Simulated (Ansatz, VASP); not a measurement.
# Cross-check of GaP between VASP and Ansatz

Aim: how closely do two programs agree when they are given the same cell, functional and k mesh? The cell is taken from a series of VASP runs on this material, whose earlier steps may have relaxed, scaled or displaced it; both programs get it as it stands.

Program: Ansatz 0.2.0. Level of theory: plane waves, with VASP 6.6.1 beside it; band structure at HSE06. Results are calculated unless marked as measured.

## 1. The structure

Symmetry: F-43m, No. 216, cubic system. The conventional cell has a = 5.451 Å, b = 5.451 Å, c = 5.451 Å, α = 90.00°, β = 90.00°, γ = 90.00°. Nearest to Ga lie 4 P at 2.36 Å. Nearest to P lie 4 Ga at 2.36 Å. Farther neighbours are not listed.

## 2. VASP: band structure, HSE06

Levels along a path test the potential and the projectors away from the mesh points.

Lines of VASP's logs that name or quote its potential files are left out, and so is its time.

The run reads the wave functions of an earlier VASP run, which isn't shown here.

File INCAR:

```
SYSTEM = GaP
PREC = Accurate
ENCUT = 350
EDIFF = 1E-06
NELM = 100
ISMEAR = 0
SIGMA = 0.03
LREAL = .FALSE.
ALGO = Normal
LHFCALC = .TRUE.
AEXX = 0.25
GGA = PE
HFSCREEN = 0.2
LASPH = .TRUE.
NBANDS = 15
PRECFOCK = Fast
LORBIT = 11
LWAVE = .FALSE.
LCHARG = .FALSE.
KPAR = 4
```

File POSCAR:

```
GaP
1.0
    0.0000000000      2.7252500000      2.7252500000
    2.7252500000      0.0000000000      2.7252500000
    2.7252500000      2.7252500000      0.0000000000
Ga P
1 1
Direct
    0.0000000000      0.0000000000      0.0000000000
    0.7500000000      0.7500000000      0.7500000000
```

File KPOINTS:

```
Automatic mesh
0
Gamma
5 5 5
0 0 0
```

File KPOINTS_OPT:

```
Line mode
10
Line-mode
Reciprocal
  0.00000000   0.00000000   0.00000000 GAMMA
  0.50000000   0.00000000   0.50000000 X

  0.50000000   0.00000000   0.50000000 X
  0.50000000   0.25000000   0.75000000 W

  0.50000000   0.25000000   0.75000000 W
  0.37500000   0.37500000   0.75000000 K

  0.37500000   0.37500000   0.75000000 K
  0.00000000   0.00000000   0.00000000 GAMMA

  0.00000000   0.00000000   0.00000000 GAMMA
  0.50000000   0.50000000   0.50000000 L

  0.50000000   0.50000000   0.50000000 L
  0.62500000   0.25000000   0.62500000 U

  0.62500000   0.25000000   0.62500000 U
  0.50000000   0.25000000   0.75000000 W

  0.50000000   0.25000000   0.75000000 W
  0.50000000   0.50000000   0.50000000 L

  0.50000000   0.50000000   0.50000000 L
  0.37500000   0.37500000   0.75000000 K

  0.62500000   0.25000000   0.62500000 U
  0.50000000   0.00000000   0.50000000 X
```

The projector-augmented-wave data sets are Ga_d and P (PBE family, release 64).

Started as:

```
$ mpirun -np 4 vasp_std
```

Numbers of over 12 decimals in the logs are rounded to 6 here.

Output:

```text
[banner, memory and clock lines left out]
running    4 mpi-ranks, on    1 nodes
 distrk:  each k-point on    1 cores,    4 groups
 distr:  one band on    1 cores,    1 groups

 POSCAR found type information on POSCAR GaP
 POSCAR found :  2 types and       2 ions
 LDA part: xc-table for (Slater+PW92), standard interpolation
 found WAVECAR, reading the header
 POSCAR, INCAR and KPOINTS ok, starting setup
 FFT: planning ... GRIDC
 FFT: planning ... GRID_SOFT
 FFT: planning ... GRID
 reading WAVECAR
 the WAVECAR file was read successfully
 initial charge from wavefunction
 entering main loop
       N       E                     dE             d eps       ncg     rms          rms(c)
DAV:   1    -0.107962079782E+02   -0.10796E+02   -0.12414E+00   442   0.214E+01    0.267E+00
DAV:   2    -0.107863971782E+02    0.98108E-02   -0.68962E-02   427   0.425E+00    0.180E+00
DAV:   3    -0.107814799274E+02    0.49173E-02   -0.93965E-03   384   0.175E+00    0.104E+00
DAV:   4    -0.107805683811E+02    0.91155E-03   -0.19638E-03   384   0.501E-01    0.584E-01
DAV:   5    -0.107803870149E+02    0.18137E-03   -0.36269E-04   328   0.146E-01    0.331E-01
DAV:   6    -0.107803340163E+02    0.52999E-04   -0.47026E-05   363   0.633E-02    0.187E-01
DAV:   7    -0.107803123667E+02    0.21650E-04   -0.86695E-06   335   0.282E-02    0.103E-01
DAV:   8    -0.107803050426E+02    0.73241E-05   -0.33867E-06   349   0.135E-02    0.547E-02
DAV:   9    -0.107803026141E+02    0.24285E-05   -0.11189E-06   263   0.716E-03    0.293E-02
DAV:  10    -0.107803017792E+02    0.83497E-06   -0.55336E-07   206   0.539E-03
   1 F= -.10780302E+02 E0= -.10780302E+02  d E =-.183413E-23
 Start KPOINTS_OPT (optional k-point list driver)
k-point batch [1-10\100]
       N       E                     dE             ncg
DAV:   1    -0.306418552884E+03   -0.35053E+04      300
DAV:   2    -0.125827122485E+04   -0.95185E+03      342
DAV:   3    -0.133166530281E+04   -0.73394E+02      370
DAV:   4    -0.133333689005E+04   -0.16716E+01      400
DAV:   5    -0.133336011022E+04   -0.23220E-01      414
DAV:   6    -0.133336073091E+04   -0.62069E-03      454
DAV:   7    -0.133336073843E+04   -0.75199E-05      359
DAV:   8    -0.133336073868E+04   -0.24833E-06      333
[...]
k-point batch [91-100\100]
       N       E                     dE             ncg
DAV:   1    -0.489921999767E+03   -0.61232E+04      300
DAV:   2    -0.136679588647E+04   -0.87687E+03      335
DAV:   3    -0.142481085906E+04   -0.58015E+02      384
DAV:   4    -0.142595417267E+04   -0.11433E+01      384
DAV:   5    -0.142597404699E+04   -0.19874E-01      405
DAV:   6    -0.142597498855E+04   -0.94156E-03      485
DAV:   7    -0.142597499979E+04   -0.11239E-04      405
DAV:   8    -0.142597499986E+04   -0.66359E-07      339
```

From OUTCAR (step 2):

```text
ion  position               nearest neighbor table
   1  0.000  0.000  0.000-   2 2.36   2 2.36   2 2.36   2 2.36
   2  0.750  0.750  0.750-   1 2.36   1 2.36   1 2.36   1 2.36

  LATTYP: Found a face centered cubic cell.
 ALAT       =     5.4505000000

 Subroutine GETGRP returns: Found 24 space group operations
 (whereof 24 operations were pure point group operations)

The static configuration has the point symmetry T_d .

 Found     10 irreducible k-points:

   k-points           NKPTS =     10   k-points in BZ     NKDIM =    125   number of bands    NBANDS=     15

   dimension x,y,z NGX =    24 NGY =   24 NGZ =   24
   dimension x,y,z NGXF=    48 NGYF=   48 NGZF=   48

   ENCUT  =  350.0 eV  25.72 Ry    5.07 a.u.   5.88  5.88  5.88*2*pi/ulx,y,z

   NELECT =      18.0000    total number of electrons

 k-points in reciprocal lattice and weights: Automatic mesh
   0.00000000  0.00000000  0.00000000       0.008
   0.20000000  0.00000000  0.00000000       0.064
   0.40000000  0.00000000  0.00000000       0.064
   0.20000000  0.20000000  0.00000000       0.048
   0.40000000  0.20000000  0.00000000       0.192
  -0.40000000  0.20000000  0.00000000       0.192
  -0.20000000  0.20000000  0.00000000       0.096
   0.40000000  0.40000000  0.00000000       0.048
  -0.40000000  0.40000000  0.00000000       0.096
  -0.40000000  0.40000000  0.20000000       0.192

  exchange ACFDT corr.  =         0.00000000  see jH, gK, PRB 81, 115126

 average (electrostatic) potential at core
       1 -58.3413       2 -79.8339

 E-fermi :   4.4141

 k-point     1 :       0.0000    0.0000    0.0000
  band No.  band energies     occupation
    ...
      5     -12.7436      2.00000
      6      -9.5739      2.00000
      7       4.2087      2.00000
      8       4.2087      2.00000
      9       4.2087      2.00000
     10       7.0347      0.00000
     11       9.0021      0.00000
     12       9.0021      0.00000
     13       9.0021      0.00000
     14      14.0918      0.00000
    ...

 k-point     2 :       0.2000    0.0000    0.0000
  band No.  band energies     occupation
    ...
      5     -12.7433      2.00000
      6      -9.0293      2.00000
      7       1.0259      2.00000
      8       3.6877      2.00000
      9       3.6877      2.00000
     10       7.4589      0.00000
     11       9.7473      0.00000
     12       9.7474      0.00000
     13      10.7781      0.00000
     14      14.1604      0.00000
    ...

 k-point     3 :       0.4000    0.0000    0.0000
  band No.  band energies     occupation
    ...
      5     -12.7393      2.00000
      6      -7.7081      2.00000
      7      -2.3893      2.00000
      8       3.0819      2.00000
      9       3.0819      2.00000
     10       6.8323      0.00000
     11       9.9101      0.00000
     12       9.9101      0.00000
     13      13.4212      0.00000
     14      15.4579      0.00000
    ...

  energy-cutoff  :      350.00
  volume of cell :       40.48
      direct lattice vectors                 reciprocal lattice vectors
     0.000000000  2.725250000  2.725250000    -0.183469406  0.183469406  0.183469406
     2.725250000  0.000000000  2.725250000     0.183469406 -0.183469406  0.183469406
     2.725250000  2.725250000  0.000000000     0.183469406  0.183469406 -0.183469406

 POSITION                                       TOTAL-FORCE (eV/Angst)
 -----------------------------------------------------------------------------------
      0.00000      0.00000      0.00000         0.000000      0.000000      0.000000
      4.08788      4.08788      4.08788        -0.000000     -0.000000     -0.000000
 -----------------------------------------------------------------------------------
    total drift:                               -0.000062     -0.000033     -0.000035

  FREE ENERGIE OF THE ION-ELECTRON SYSTEM (eV)
  ---------------------------------------------------
  free  energy   TOTEN  =       -10.7803017792 eV

  energy  without entropy=      -10.7803017792  energy(sigma->0) =      -10.78030178

 total charge
# of ion       s       p       d       tot
------------------------------------------
    1        0.822   0.853  10.028  11.703
    2        1.010   1.554   0.000   2.564
--------------------------------------------------
tot          1.832   2.407  10.028  14.266

[... 3 further parts left out ...]
```

The k-mesh is coarse for exact exchange; levels may shift by about 0.1 eV on a finer one.

(Continued in part 2 of 2.)

[Lines on the potential files, build, host, timing and source positions are cut from VASP's logs without a mark.]

[Logs are printed without paths, hosts, clocks, repeated set-up lines and the standing remarks that a program may print on its own settings, such as how far it seeks lower states.]

[Hosts, paths, dates, database ids (printed as entryN), source tags and the programs' standing remarks are cut or masked in the printed files.]
